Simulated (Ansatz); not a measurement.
# Calculated Hf-177 nuclear quadrupole resonance for Hf3N4

Cell: an entry of the Crystallography Open Database (COD).

Space group I-43d (No. 220); a = 6.7010 Å.

| site | Wyckoff | site symmetry | x | y | z |
| --- | --- | --- | --- | --- | --- |
| Hf | 12a | -4.. | 0.3750 | 0.0000 | 0.2500 |
| N | 16c | .3. | 0.0630 | 0.0630 | 0.0630 |

One atom of each set is listed; the run and its k-mesh use a cell of 14 atoms with edges of 5.80, 5.80, 5.80 Å.

All values are calculated (Ansatz; DFT, PBE, plane waves and PAW (field gradients read without the response of the frozen cores, which leaves them typically 4 to 6 % off), scalar-relativistic, 420 eV cutoff, Γ-centred 6×6×6 k-points, Fermi–Dirac smearing 0.02 eV), not measured.

Hf-177: I = 7/2, Q = 3365 mb (year-2017 value). Static lattice, zero field.

(1) At which frequencies do the Hf-177 NQR lines lie?

(2) And for 179Hf (I = 9/2, Q = 3793 mb) on Hf?

Results:

(1) For I = 7/2 and η = 0 the lines are |C_Q|/14 times 1, 2 and 3; η shifts the lowest up most.

| site | atoms | V_zz (10²¹ V/m²) | C_Q (MHz) | η | line frequencies (MHz) |
| --- | --- | --- | --- | --- | --- |
| Hf | 6 | 33.1 | 2695 | 0.00 | 192.5, 384.9, 577.4 |

(2) C_Q scales with Q to 3037 MHz, with lines at 126.6, 253.1, 379.7, 506.2 MHz.

An axis of threefold or higher order runs through Hf, so V_zz lies along it and η is zero.

The calculated pressure of 7 GPa (PBE) comes partly from the unrelaxed atoms: it is 3.4 GPa once they are relaxed in the same cell. The largest force is 0.3 eV/Å, so the atoms aren't at the calculated equilibrium and relaxing them would move these values. Without spin–orbit coupling the gradients at and beside Hf can be off by some per cent, at some sites by more.
